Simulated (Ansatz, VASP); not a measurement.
# One calculation of AgCl, two programs

```
Ag Cl
1.0
     4.29818    0.00000    0.00000
    -2.14909    3.72233    0.00000
     0.00000    0.00000    6.94589
Ag Cl
2 2
Direct
  0.33333 0.66667 0.99860
  0.66667 0.33333 0.49860
  0.33333 0.66667 0.37740
  0.66667 0.33333 0.87740
```

Alike in both runs: task electric field gradients; functional PBE; k mesh 11 × 11 × 6; occupations fermi-dirac, width 0.05 eV; no spin polarisation.

|  | VASP | Ansatz |
| --- | --- | --- |
| version | VASP 6.6.1 | Ansatz 0.2.0 |
| potentials or method | VASP PAW PBE potentials, release 64 (Ag, Cl) | PAW with Ansatz's default frozen-core files, scalar-relativistic |
| plane-wave cutoff (eV) | 520 | 420 |
| valence electrons in the cell | 36 | 52 |

VASP gave:

- pressure (GPa): -0.1
- Vzz of the field gradient on the site that differs most (V/Å²): 3.8

**Question.** Estimate Ansatz's values.

**Answer.** Pressure (GPa): 0.0; Vzz of the field gradient on the site that differs most (V/Å²): 3.2.

The functional is the same, so the differences come from potentials, cutoffs and numerics. The two sets of potentials don't hold the same shells in valence. Ansatz warned: «gradients_without_spin_orbit».

Caveats: an odd mesh through Γ misses points on the zone boundary, where band edges often lie. Expect the measured gap to be larger: semilocal functionals such as PBE lack the derivative discontinuity.
